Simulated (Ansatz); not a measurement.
**SiO2 (P3_221): the host for defect calculations**

Before any defect goes in: SiO2 (P3_221) at rest, and how it screens a charge.

Calculated with Ansatz 0.2.0; plane-wave PAW DFT, PBEsol; relaxation of the host's cell and atoms, in the first sound run; inputs show where later runs differ.

### Step 1. Set-up

It takes space group P3_221 (No. 154, trigonal). The conventional cell has a = 4.917 Å, b = 4.917 Å, c = 5.432 Å, α = 90.00°, β = 90.00°, γ = 120.00°. Nearest to Si lie 4 O at 1.61 to 1.62 Å. O has 2 Si at 1.61 to 1.62 Å nearest. Farther neighbours and most contacts between anions are not listed.

### Step 2. Host cell relaxation

Lattice and positions are set free, within the symmetry that the program keeps.

File cell/input.yaml:

```yaml
crystal:
  lattice:
    - [4.9165578, 0.0, 0.0]
    - [-2.4582789, 4.257864, 0.0]
    - [0.0, 0.0, 5.4316253]
  atoms:
    - { symbol: Si, position: [0.0, 0.46879823, 0.33333333] }
    - { symbol: Si, position: [0.53120177, 0.53120177, 0.0] }
    - { symbol: Si, position: [0.46879823, 0.0, 0.66666667] }
    - { symbol: O, position: [0.14453836, 0.73143979, 0.5478196] }
    - { symbol: O, position: [0.58690143, 0.85546164, 0.88115293] }
    - { symbol: O, position: [0.26856021, 0.41309857, 0.21448627] }
    - { symbol: O, position: [0.41309857, 0.26856021, 0.78551373] }
    - { symbol: O, position: [0.85546164, 0.58690143, 0.11884707] }
    - { symbol: O, position: [0.73143979, 0.14453836, 0.4521804] }
basis:
  ecutwfc: 420
  xc_grid: 2
hamiltonian:
  xc: pbesol
kpoints:
  mp_grid: { grid: [7, 7, 5] }
scf:
  occupations: { method: fixed }
  max_iter: 100
relax:
  f_tol: 0.005
  max_steps: 60
  cell: {}
output:
  forces: true
  stress: true
checkpoint:
  write: "../cell.run"
  compress: false
  write_wavefunctions: false
  write_every: 100000
```

On the command line:

```
$ ansatz run input.yaml --threads 8 --pin off --max-ram 22609MiB --backend cpu --events-out ev --progress --plain --runs-dir out
```

Numbers of over 12 decimals in the logs are rounded to 6 here.

Output:

```text
[... repeated set-up lines and file paths are left out, and long positions are rounded to six places ...]
Engine: ansatz 0.2.0, aarch64-unknown-linux-gnu
Pseudopotentials: kind: paw
Pseudopotential: Si, paw, valence charge 4, recommended cutoff 420 eV (normal), Si.paw.azcp
Pseudopotential: O, paw, valence charge 6, recommended cutoff 420 eV (normal), O.paw.azcp
Functional definition: PBEsol
  exchange = pbesol_x
  correlation = pbesol_c
Crystal: 9 atoms, lattice volume = 113.706 Å³
Basis set: ecut = 420 eV, 2209 PW (Γ), exchange–correlation on 72×72×80 points (8 copies of the dense FFT grid, shifted against one another)
Bands: 33, of which v1, the nominal top of the filled ones, is band 24 counted from 1 (23 counted from 0)
Symmetry: 6 space group operations
Space group: P3221 (ITA 154), of the structure as read, at distance tolerance 4.8e-5 Å
k-points: 32 of 245 (time reversal used)
Non-local potential: Si, projectors of the file, l = 0: 2, l = 1: 2, l = 2: 2
Non-local potential: O, projectors of the file, l = 0: 2, l = 1: 2, l = 2: 1
PAW form: soft (Blöchl's): semilocal exchange-correlation on the pseudo side does not see the compensation charge
PAW frozen core: Si, regenerated for the run's functional, and the local potential with it (the file was generated under x = pbe(κ = 0.804, μ = 0.219515), c = pbe(β = 0.066725))
PAW frozen core: O, regenerated for the run's functional, and the local potential with it (the file was generated under x = pbe(κ = 0.804, μ = 0.219515), c = pbe(β = 0.066725))
PAW one-centre angular grid: Si, 110 points (default); XC on 64 Gauss nodes
PAW one-centre angular grid: O, 110 points (default); XC on 64 Gauss nodes
Initial density: superposition of atomic densities (neutral atoms: chi_scale 0, normalization atom), corrected by the library's trained network
Initial wavefunctions: pseudopotential atomic-orbital guess
Functional: x = pbesol(κ = 0.804, μ = 0.123457), c = pbesol(β = 0.046)
SCF iter   1: F=—  HF=-5239.863798 eV  |F-HF|=—  |Δ(HF+E_count)|=         —  Δρ=1.22e-2  dr2=1.29e-1  ethr=1.77e-3  ⟨swp⟩=5.0  Hψ=4832  notcnv=0  defer=198
preconditioner: auto → Resta (q_TF=auto, 2.363 Å⁻¹)  ε∞=3.1  [insulator: Δε(μ)=5.722 eV  Ē_g=16.741 eV  n_scr=22 (ndim 8)  ℏωp=24.1 eV  f_vac=0.112  ε∞_Penn≈3.1]
SCF iter   2: F=—  HF=-5239.827016 eV  |F-HF|=—  |Δ(HF+E_count)|=   3.68e-2  Δρ=1.68e-3  dr2=1.20e-3  ethr=2.69e-4  ⟨swp⟩=2.0  Hψ=1880  notcnv=0  defer=223
SCF iter   3: F=—  HF=-5239.827363 eV  |F-HF|=—  |Δ(HF+E_count)|=   3.46e-4  Δρ=7.73e-4  dr2=4.44e-4  ethr=2.50e-6  ⟨swp⟩=2.0  Hψ=1623  notcnv=0  defer=191
automatic band count: iteration 3 solves 32 bands in place of 33: the levels show a gap, and the empty bands left out lie too high to hold charge; the band table lists the bands solved (type scf.n_extra_bands for more)
SCF iter   4: F=—  HF=-5239.827607 eV  |F-HF|=—  |Δ(HF+E_count)|=   2.44e-4  Δρ=1.64e-4  dr2=2.88e-5  ethr=9.26e-7  ⟨swp⟩=2.2  Hψ=1463  notcnv=0  defer=191
SCF iter   5: F=—  HF=-5239.827629 eV  |F-HF|=—  |Δ(HF+E_count)|=   2.24e-5  Δρ=2.34e-5  dr2=9.55e-7  ethr=5.99e-8  ⟨swp⟩=3.0  Hψ=2062  notcnv=0  defer=133
SCF iter   6: F=-5239.827631 eV  HF=-5239.827631 eV  |F-HF|=4.96e-8  |Δ(HF+E_count)|=   2.29e-6  Δρ=3.70e-6  dr2=1.56e-8  ethr=2.08e-10  ⟨swp⟩=5.0  Hψ=3886  notcnv=0
SCF 1 converged in 6 iterations: F = -5239.827631 eV  dr2 = 1.56e-8
  greatest PAW one-centre occupation: 0.861 electrons in one spin orbital (limit 2), on the O atom at site 8 (counted from 0), in its partial waves of l = 0
relax step   1: F+E_penalty+E_count = -5239.82763138 eV  Δ(F+E_penalty+E_count) = +0.000e0 eV  max|allowed force component| = 1.524e-1 eV/Å  Δτ_max = 0.0000 Å  P = +2.643 GPa  Ω = 113.706 Å³  (6 SCF iters, dr2 threshold 1.00e-7 eV, accepted)
[... the SCF cycles and remarks between the steps are left out from here to the last step ...]
relax step   2: F+E_penalty+E_count = -5239.83403458 eV  Δ(F+E_penalty+E_count) = -6.403e-3 eV  max|allowed force component| = 9.408e-2 eV/Å  Δτ_max = 0.0022 Å  P = +1.367 GPa  Ω = 114.480 Å³  energy of the carried Pulay correction = -3.079e-3 eV  (5 SCF iters, dr2 threshold 9.00e-7 eV, accepted)
relax step   3: F+E_penalty+E_count = -5239.83463795 eV  Δ(F+E_penalty+E_count) = -6.034e-4 eV  max|allowed force component| = 2.805e-2 eV/Å  Δτ_max = 0.0032 Å  P = -0.009 GPa  Ω = 115.320 Å³  energy of the carried Pulay correction = -6.399e-3 eV  (5 SCF iters, dr2 threshold 9.00e-7 eV, accepted)
relax step   4: F+E_penalty+E_count = -5239.83556762 eV  Δ(F+E_penalty+E_count) = -9.297e-4 eV  max|allowed force component| = 3.042e-3 eV/Å  Δτ_max = 0.0031 Å  P = -0.002 GPa  Ω = 115.157 Å³  energy of the carried Pulay correction = -5.754e-3 eV  (5 SCF iters, dr2 threshold 4.92e-8 eV, accepted)
relax step   5: F+E_penalty+E_count = -5239.84152492 eV  Δ(F+E_penalty+E_count) = -5.957e-3 eV  max|allowed force component| = 2.867e-3 eV/Å  Δτ_max = 0.0000 Å  P = +0.096 GPa  Ω = 115.157 Å³  stress off target by 1.10e-1 GPa  SCF on the basis re-selected at this cell (its energy is not comparable with the rows above)  (5 SCF iters)
relax step   6: F+E_penalty+E_count = -5239.84075248 eV  Δ(F+E_penalty+E_count) = +7.724e-4 eV  max|allowed force component| = 1.356e-3 eV/Å  Δτ_max = 0.0038 Å  P = +0.013 GPa  Ω = 115.368 Å³  energy of the carried Pulay correction = -8.471e-4 eV  (5 SCF iters, dr2 threshold 3.02e-8 eV, accepted)
iter 1 solved again at ethr=4.07e-8 eV; its pass at ethr=3.10e-3 eV (dr2=1.95e-5 eV) is discarded
SCF iter   1: F=—  HF=-5239.841769 eV  |F-HF|=—  |Δ(HF+E_count)|=         —  Δρ=1.98e-5  dr2=7.47e-8  ethr=4.07e-8  ⟨swp⟩=3.1  Hψ=7680  notcnv=0  defer=223
SCF iter   2: F=—  HF=-5239.841763 eV  |F-HF|=—  |Δ(HF+E_count)|=   6.10e-6  Δρ=9.33e-6  dr2=2.09e-8  ethr=1.56e-10  ⟨swp⟩=2.0  Hψ=1746  notcnv=0  defer=209
SCF iter   3: F=—  HF=-5239.841763 eV  |F-HF|=—  |Δ(HF+E_count)|=   3.23e-8  Δρ=3.04e-6  dr2=2.90e-9  ethr=4.36e-11  ⟨swp⟩=2.9  Hψ=1733  notcnv=0  defer=209
SCF iter   4: F=—  HF=-5239.841763 eV  |F-HF|=—  |Δ(HF+E_count)|=   4.04e-9  Δρ=3.52e-7  dr2=2.36e-10  ethr=6.04e-12  ⟨swp⟩=2.0  Hψ=1502  notcnv=0  defer=209
SCF iter   5: F=-5239.841763 eV  HF=-5239.841763 eV  |F-HF|=0.00e0  |Δ(HF+E_count)|=  3.38e-10  Δρ=1.09e-7  dr2=8.85e-12  ethr=1.00e-12  ⟨swp⟩=4.6  Hψ=3509  notcnv=0
SCF 7 converged in 5 iterations: F = -5239.841763 eV  dr2 = 8.85e-12
relax step   7: F+E_penalty+E_count = -5239.84176272 eV  Δ(F+E_penalty+E_count) = -1.010e-3 eV  max|allowed force component| = 1.352e-3 eV/Å  Δτ_max = 0.0000 Å  P = +0.019 GPa  Ω = 115.368 Å³  stress off target by 2.33e-2 GPa  SCF on the basis re-selected at this cell (its energy is not comparable with the rows above)  (5 SCF iters)
basis re-selected at this cell: Δ(F+E_penalty+E_count) = -1.010e-3 eV, ΔP = +0.007 GPa vs the last step (what re-selecting the basis moved, of the pressure what is left beyond the Pulay correction that the steps carried, after the strain that the cell walked [...]
SCF converged after 5 iterations
Free energy (F): -5239.841763 eV
Harris-Foulkes:  -5239.841763 eV  (|F-HF|=0.00e0)
Internal energy: -5239.841763 eV  (E = F + TS)
E sigma→0 (E₀):  -5239.841763 eV
Fermi energy:    2.269101 eV
--- Per-component energies (eV) ---
  E_band       = -215.530652
  E_kinetic    = 1202.287778
  E_local      = -2960.256818  (includes V_loc(G=0)·N_el)
  E_nonlocal   = 362.864752
  E_hartree    = 1057.406013
  E_xc         = -604.454264
  E_vxc        = -705.759895  (∫ρ·V_xc dr)
  E_paw        = -2417.623747  (= ΣΔE_a)
  E_vpaw       = -229.494190  (= ΣTr[D̂ρ^β])
  E_aug_tail   = 0.015587  (compensation charges beyond the density's cutoff)
  E_ewald      = -1880.387474
  E_core_change = 0.306409  (= ΣΔE_core)
  E_smearing   = -0.000000  (= −TS)
  E_closure    = 0.000000  (closes the sum)
  Σ components = -5239.841763   (vs F -5239.841763, Δ=0.00e0)
--- Forces (eV/Å), atoms counted from 1 ---
  atom   1  Si     0.00067624    -0.00117129     0.00000000
  atom   2  Si     0.00067624     0.00117129    -0.00000000
  atom   3  Si    -0.00135249     0.00000000    -0.00000000
  atom   4  O     -0.00022591     0.00042427    -0.00075860
  atom   5  O      0.00048038    -0.00001649    -0.00075860
  atom   6  O     -0.00025447    -0.00040777    -0.00075860
  atom   7  O     -0.00022591    -0.00042427     0.00075860
  atom   8  O     -0.00025447     0.00040777     0.00075860
  atom   9  O      0.00048038     0.00001649     0.00075860
  max |Σ_I F_I| component: 7.80e-17 eV/Å
--- Stress (GPa, compression-positive) ---
        0.023332       0.000000       0.000000
        0.000000       0.023332       0.000000
        0.000000       0.000000       0.011484
  P = ⅓ Tr σ = 0.0194 GPa (0.194 kbar)
--- Relaxed structure (5 steps of the walk, 5 accepted, 2 SCFs on fresh bases) ---
  F+E_penalty+E_count = -5239.84176272 eV   max|allowed force component| = 1.352e-3 eV/Å   (the final SCF, on the basis selected at the relaxed cell)
  cell:  # Å, volume = 115.3680 Å³
    - [4.947987, -2.3262016327328566e-18, 0]
    - [-2.473993, 4.285082, 0]
    - [0, 0, 5.441239]
  atoms:
    - { symbol: Si, position: [2.7755575615628914e-17, 0.470374, 0.333333] }
    - { symbol: Si, position: [0.529626, 0.529626, 0] }
    - { symbol: Si, position: [0.470374, 0, 0.666667] }
    - { symbol: O, position: [0.145608, 0.733065, 0.547806] }
    - { symbol: O, position: [0.587457, 0.854392, 0.881140] }
    - { symbol: O, position: [0.266935, 0.412543, 0.214473] }
    - { symbol: O, position: [0.412543, 0.266935, 0.785527] }
    - { symbol: O, position: [0.854392, 0.587457, 0.118860] }
    - { symbol: O, position: [0.733065, 0.145608, 0.452194] }
```

Wall time 8.7 s (8 threads of Arm Neoverse V2, shared host); peak memory 0.5 GiB; 62 s of CPU time.

Relaxation path:

```tsv
step	energy less that of the first step (eV)	largest force component (eV/Å)	pressure (GPa)	volume (Å³)
1	0.0000	0.1524	2.64	113.71
2	-0.0064	0.0941	1.37	114.48
3	-0.0070	0.0280	-0.01	115.32
4	-0.0079	0.0030	0.00	115.16
5	-0.0139	0.0029	0.10	115.16
6	-0.0131	0.0014	0.01	115.37
7*	-0.0141	0.0014	0.02	115.37
```

Relaxation steps marked * repeat the geometry before them on a plane-wave basis chosen anew for their cell, so energy and pressure can jump there. The log counts 2 steps on a newly chosen plane-wave basis, not all of them marked here; energy and pressure can jump at such steps.

Forces are held to the 6 operations that the run works with; a distortion that breaks them can't arise in this run.

```tsv
conventional cell, symmetrised	before	after	change
a (Å)	4.917	4.948	+0.6 %
b (Å)	4.917	4.948	+0.6 %
c (Å)	5.432	5.441	+0.2 %
volume (Å³/atom)	12.63	12.82	+1.5 %
```

Numbers from this step:

- pressure: 0.01938 GPa

The relaxation ends with a largest force component of 0.0014 eV/Å and a pressure of 0.02 GPa.

### Step 3. Dielectric tensors of the host

The response to a uniform electric field gives the electronic dielectric tensor.

This step: plane-wave PAW DFPT, PBEsol; dielectric tensors, Born charges and zone-centre modes of the host (Ansatz 0.2.0).

File eps/input.yaml:

```yaml
crystal:
  lattice:
    - [4.947986669, 0.0, 0.0]
    - [-2.4739933345, 4.2850821529, 0.0]
    - [0.0, 0.0, 5.4412392106]
  atoms:
    - { symbol: Si, position: [0.0, 0.4703743106, 0.3333333333] }
    - { symbol: Si, position: [0.5296256894, 0.5296256894, 0.0] }
    - { symbol: Si, position: [0.4703743106, 0.0, 0.6666666667] }
    - { symbol: O, position: [0.1456077969, 0.7330649655, 0.5478064873] }
    - { symbol: O, position: [0.5874571686, 0.8543922031, 0.8811398207] }
    - { symbol: O, position: [0.2669350345, 0.4125428314, 0.214473154] }
    - { symbol: O, position: [0.4125428314, 0.2669350345, 0.785526846] }
    - { symbol: O, position: [0.8543922031, 0.5874571686, 0.1188601793] }
    - { symbol: O, position: [0.7330649655, 0.1456077969, 0.4521935127] }
basis:
  ecutwfc: 420
hamiltonian:
  xc: pbesol
kpoints:
  mp_grid: { grid: [6, 6, 5] }
scf:
  occupations: { method: fixed }
  max_iter: 100
phonons:
  method: dfpt
  dielectric: true
  rigid_motions: translations
```

Output:

```text
[...]
Crystal: 9 atoms, lattice volume = 115.368 Å³
Basis set: ecut = 420 eV, 2221 PW (Γ), exchange–correlation on 72×72×96 points (8 copies of the dense FFT grid, shifted against one another)
Bands: 33, of which v1, the nominal top of the filled ones, is band 24 counted from 1 (23 counted from 0)
Symmetry: 6 space group operations
k-points: 92 of 180 (irreducible under 1 space group operation, time reversal used)
[...]
SCF iter   1: F=—  HF=-5239.878445 eV  |F-HF|=—  |Δ(HF+E_count)|=         —  Δρ=1.22e-2  dr2=1.31e-1  ethr=1.77e-3  ⟨swp⟩=5.0  Hψ=13832  notcnv=0  defer=586
[...]
SCF iter   8: F=-5239.841772 eV  HF=-5239.841772 eV  |F-HF|=4.73e-11  |Δ(HF+E_count)|=   3.49e-9  Δρ=1.39e-7  dr2=1.79e-11  ethr=1.00e-12  ⟨swp⟩=16.7  Hψ=22036  notcnv=0
SCF 1 converged in 8 iterations: F = -5239.841772 eV  dr2 = 1.79e-11
[...]
NSCF: frozen V_eff on 5 k-points
DFPT response loops at Γ: preconditioner auto → none (the input reference at scf.mixing.eps_inf says where Resta's filter doesn't serve); β = 0.50; Broyden in place of MSR1
SCF converged after 8 iterations
Free energy (F): -5239.841772 eV
[...]
Internal energy: -5239.841772 eV  (E = F + TS)
E sigma→0 (E₀):  -5239.841772 eV
Fermi energy:    2.276548 eV
[...]
--- Band table (eV; the first three rows and the last of 92) ---
[...]
[... further k-points left out ...]
--- Phonons (Γ-DFPT): 5 representative perturbations + reference, on 92 of 180 k-points (Σ response iterations 20) ---
  k mesh reduced under 1 symmetry operation, with k and −k counted as one. Each operation leaves every solved perturbation unchanged. A smaller set is not considered because the run solves the response to a homogeneous field
  ASR residual: 6.597e-5 → 0.000e0 eV/Å²; symmetrization residual: 1.645e-5 eV/Å²
  ASR residual per site (eV/Å²): 6.06e-5 6.06e-5 6.60e-5 2.91e-5 2.91e-5 2.91e-5 2.91e-5 2.91e-5 2.91e-5
  Γ frequencies (cm⁻¹): 0.00 0.00 0.00 120.50 120.50 196.33 248.55 248.55 335.48 340.66 370.80 370.80 421.11 421.11 440.75 465.50 674.18 674.18 755.96 775.07 775.07 1043.66 1043.66 1051.23 1060.53 1133.88 1133.88
  ε∞ (high-frequency dielectric tensor):
        2.486023     0.000000     0.000000
        0.000000     2.486023    -0.000000
        0.000000     0.000000     2.518729
  ε⁰ (static dielectric tensor: ions relaxed, cell fixed):
        4.623537    -0.000000     0.000000
       -0.000000     4.623537    -0.000000
        0.000000    -0.000000     4.845188
  ε⁰ − ε∞ (ionic part):
        2.137514    -0.000000     0.000000
       -0.000000     2.137514    -0.000000
        0.000000    -0.000000     2.326458
  softest optical mode at Γ: 120.50 cm⁻¹; the repairs (sum rule, projections) moved no ω² at Γ by more than (2.91 cm⁻¹)²
  Born effective charges Z* (e; rows j = field, columns β = displacement):
    site 0:
         3.49951    0.29367    0.26923
         0.29367    3.16041    0.15544
        -0.23161   -0.13372    3.44869
    site 1:
         3.49951   -0.29367   -0.26923
        -0.29367    3.16041    0.15544
         0.23161   -0.13372    3.44869
    site 2:
         2.99086    0.00000   -0.00000
         0.00000    3.66906   -0.31087
         0.00000    0.26744    3.44869
    site 3:
        -1.30834   -0.53297   -0.35103
        -0.48100   -2.02162   -0.73852
        -0.29071   -0.77790   -1.72434
    site 4:
        -1.40424    0.53637   -0.46406
         0.58833   -1.92572    0.67326
        -0.52833    0.64071   -1.72434
    site 5:
        -2.28236   -0.08135    0.81509
        -0.02938   -1.04760    0.06526
         0.81903    0.13719   -1.72434
    site 6:
        -1.30834    0.53297    0.35103
         0.48100   -2.02162   -0.73852
         0.29071   -0.77790   -1.72434
    site 7:
        -2.28236    0.08135   -0.81509
         0.02938   -1.04760    0.06526
        -0.81903    0.13719   -1.72434
    site 8:
        -1.40424   -0.53637    0.46406
        -0.58833   -1.92572    0.67326
         0.52833    0.64071   -1.72434
  Z* charge neutrality: 9.929e-6 e pre-enforcement
  k-mesh period / interband length: 27.2 Å / 0.98 Å = 27.63 at k = (0.0000, 0.0000, 0.0000), direct gap 6.034 eV — 14 or more, which is no proof of convergence
  optical modes at Γ without the LO–TO term, one row a degenerate level:
      ω (cm⁻¹)  modes    IR ((D/Å)²/amu)
        120.50      2             0.0009
        196.33      1             0.0000
        248.55      2             0.3977
        335.48      1             0.0000
[...]
optical modes at Γ + LO–TO along q̂ = [1.0000, 0.0000, 0.0000]:
      ω (cm⁻¹)  modes    IR ((D/Å)²/amu)
[...]
optical modes at Γ + LO–TO along q̂ = [0.0000, 1.0000, 0.0000]:
      ω (cm⁻¹)  modes    IR ((D/Å)²/amu)
[...]
optical modes at Γ + LO–TO along q̂ = [0.0000, 0.0000, 1.0000]:
      ω (cm⁻¹)  modes    IR ((D/Å)²/amu)
[...]
363.13      1             0.9419
        370.80      2             5.7556
        421.11      2            16.0368
        440.75      1             0.0000
        517.23      1             5.0897
        674.18      2             1.2087
        767.62      1             1.6987
        775.07      2             6.7524
       1043.66      2            84.6488
       1060.53      1             0.0000
       1133.88      2             1.0729
       1212.32      1            53.4485
```

Wall time 56 s (8 threads); peak memory 1.7 GiB; 6.9 min of CPU time.

Electronic dielectric tensor:

```
2.49 0.00 0.00
0.00 2.49 0.00
0.00 0.00 2.52
```

Static dielectric tensor:

```
4.62 0.00 0.00
0.00 4.62 0.00
0.00 0.00 4.85
```

The principal values of the electronic dielectric tensor are 2.49, 2.49 and 2.52. The principal values of the static dielectric tensor are 4.62, 4.62 and 4.85.

### Step 4. Primitive cell on a dense mesh

A dense mesh gives the host's converged energy, against which the supercell's sampling is tested.

This step: plane-wave PAW DFT, PBEsol; single point of the host's primitive cell on a dense mesh (Ansatz 0.2.0).

dense/input.yaml, as its differences from eps/input.yaml of step 3:

```diff
@@ -17,2 +17,3 @@
   ecutwfc: 420
+  xc_grid: 2
 hamiltonian:
@@ -20,9 +21,5 @@
 kpoints:
-  mp_grid: { grid: [6, 6, 5] }
+  mp_grid: { grid: [7, 7, 5] }
 scf:
-  occupations: { method: fixed }
-  max_iter: 100
-phonons:
-  method: dfpt
-  dielectric: true
-  rigid_motions: translations
+  occupations: { method: fermi_dirac, width: 0.01 }
+  max_iter: 80
```

Output:

```text
[...]
Crystal: 9 atoms, lattice volume = 115.368 Å³
Basis set: ecut = 420 eV, 2221 PW (Γ), exchange–correlation on 72×72×80 points (8 copies of the dense FFT grid, shifted against one another)
Bands: 33, of which v1, the nominal top of the filled ones, is band 24 counted from 1 (23 counted from 0)
Symmetry: 6 space group operations
[...]
k-points: 32 of 245 (time reversal used)
[...]
SCF iter   1: F=—  HF=-5239.876601 eV  |F-HF|=—  |Δ(HF+E_count)|=         —  Δρ=1.20e-2  dr2=1.26e-1  ethr=1.77e-3  ⟨swp⟩=7.0  Hψ=5564  notcnv=0
[...]
SCF iter   6: F=-5239.841763 eV  HF=-5239.841763 eV  |F-HF|=7.88e-8  |Δ(HF+E_count)|=   3.66e-6  Δρ=4.34e-6  dr2=2.89e-8  ethr=2.40e-10  ⟨swp⟩=1.6  Hψ=2871  notcnv=0
SCF 1 converged in 6 iterations: F = -5239.841763 eV  dr2 = 2.89e-8
[...]
SCF converged after 6 iterations
Free energy (F): -5239.841763 eV
[...]
Internal energy: -5239.841763 eV  (E = F + TS)
E sigma→0 (E₀):  -5239.841763 eV
Fermi energy:    5.144334 eV
[...]
```

It took 1.4 s on 8 threads; peak memory 0.47 GiB; 9.9 s of CPU time.

[end of part 1 of 3]

[Logs are printed without paths, hosts, clocks, repeated set-up lines and the standing remarks that a program may print on its own settings, such as how far it seeks lower states.]

[Hosts, paths, dates, database ids (printed as entryN), source tags and the programs' standing remarks are cut or masked in the printed files.]

[Runs of the host that timed out are not shown.]

[For some hosts the program warned that the k-mesh of the response run may be too coarse for force constants and the static dielectric constant; such warnings are not always shown.]
